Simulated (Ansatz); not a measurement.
# C: zone-centre modes

Level of theory: DFT PBE, scalar-relativistic, plane waves, PAW (Ansatz). Cutoff 420 eV, Γ-centred 10×10×6 k-points, Gaussian smearing of 0.05 eV. No spin polarisation.

Zero of the scan (relaxed at this level):

```
CELL_PARAMETERS angstrom
0.00000 -1.78574 -1.78574
0.00000 1.78574 -1.78574
3.57148 0.00000 0.00000
ATOMIC_POSITIONS crystal
C 0.50000 0.50000 0.00000
C 0.00000 0.00000 0.50000
C 0.00000 0.50000 0.25000
C 0.50000 0.00000 0.75000
```

Harmonic modes by finite displacements of 0.02 Å, without the LO–TO term. The cell doubles the primitive one, so its zone centre also holds the primitive cell's point q = (0, 1/2, 1/2).

(1) At this geometry, is the structure stable against these modes?

(2) List the wavenumbers in cm⁻¹.

## Answers

(1) Yes: no mode is imaginary beyond 10 cm⁻¹, and only the three translations lie near zero.

(2) 0, 0, 0, 780, 780, 1057, 1057, 1192, 1192, 1290, 1290, 1290.

Cost: 1 run of about 0.086 core-minutes, on Intel Xeon 6975P-C (Granite Rapids) (shared hosts).